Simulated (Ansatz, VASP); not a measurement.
## Two plane-wave programs on Si

```
Si
1.0
     0.00000    2.64304    2.64304
     2.64304    0.00000    2.64304
     2.64304    2.64304    0.00000
Si
2
Direct
  0.50000 0.50000 0.50000
  0.75000 0.75000 0.75000
```

Alike in both runs: task single point; functional PBEsol; k mesh 9 × 9 × 9; occupations fermi-dirac, width 0.05 eV; no spin polarisation.

|  | VASP | Ansatz |
| --- | --- | --- |
| version | VASP 6.6.1 | Ansatz 0.2.0 |
| potentials or method | VASP PAW PBE potentials, release 64 (Si) | plane waves (420 eV) with PAW, scalar-relativistic |
| plane-wave cutoff (eV) | 520 | 420 |
| valence electrons in the cell | 8 | 8 |

|  | VASP | Ansatz | Ansatz less VASP |
| --- | --- | --- | --- |
| pressure (GPa) | 9.4 | 9.2 | -0.15 |

Ansatz warned: «pseudo_functional_mismatch».

Caveats: the PAW data sets were made with another functional, which shifts forces and pressure a little (VASP).
